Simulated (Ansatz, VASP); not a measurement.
# Two plane-wave programs on Mo

File INCAR:

```
AGGAC = 1.0
AGGAX = 1.0
ALDAC = 0.0
ALDAX = 1.0
ALGO = Normal
EDIFF = 1E-6
ENCUT = 520
GGA = B5
ISIF = 2
ISMEAR = -1
LASPH = True
LCHARG = False
LREAL = False
LWAVE = False
NBANDS = 13
NELM = 60
PREC = Accurate
SIGMA = 0.1
```

KPOINTS

```
k-points
0
Gamma
  23 23 23
```

The input POSCAR:

```
Mo
1.0
   -1.6227178530      1.6227178530      1.6227178530
    1.6227178530     -1.6227178530      1.6227178530
    1.6227178530      1.6227178530     -1.6227178530
Mo
1
Direct
    0.0000000000      0.0000000000      0.0000000000
```

Input for Ansatz:

```yaml
crystal:
  lattice:
    - [-1.622717853, 1.622717853, 1.622717853]
    - [1.622717853, -1.622717853, 1.622717853]
    - [1.622717853, 1.622717853, -1.622717853]
  atoms:
    - { symbol: Mo, position: [0.0, 0.0, 0.0] }
hamiltonian:
  xc: blyp
  pseudopotentials:
    kind: paw
    azcp:
      Mo: "pseudopotentials/Mo.paw.azcp"
basis:
  ecutwfc: 420
  fft_grid_basis: typed
kpoints:
  mp_grid: { grid: [23, 23, 23], shift: [0, 0, 0] }
magnetization:
  spin_polarized: false
scf:
  occupations: { method: fermi_dirac, width: 0.1 }
output:
  stress: true
```

Alike in both runs: task single point; functional BLYP; k mesh 23 × 23 × 23; occupations fermi-dirac, width 0.1 eV; no spin polarisation.

|  | VASP | Ansatz |
| --- | --- | --- |
| version | VASP 6.6.1 | Ansatz 0.2.0 |
| potentials or method | VASP PAW PBE potentials, release 64 (Mo_sv) | plane waves (420 eV) with PAW, scalar-relativistic |
| plane-wave cutoff (eV) | 520 | 420 |
| valence electrons in the cell | 14 | 14 |

```csv
,VASP,Ansatz,Ansatz less VASP
pressure (GPa),-7.9,-8.7,-0.78
```

With one functional, cell and mesh, what is left measures potentials, basis and numerics.

Caveats: the PAW data sets were made with another functional, which shifts forces and pressure a little (VASP).
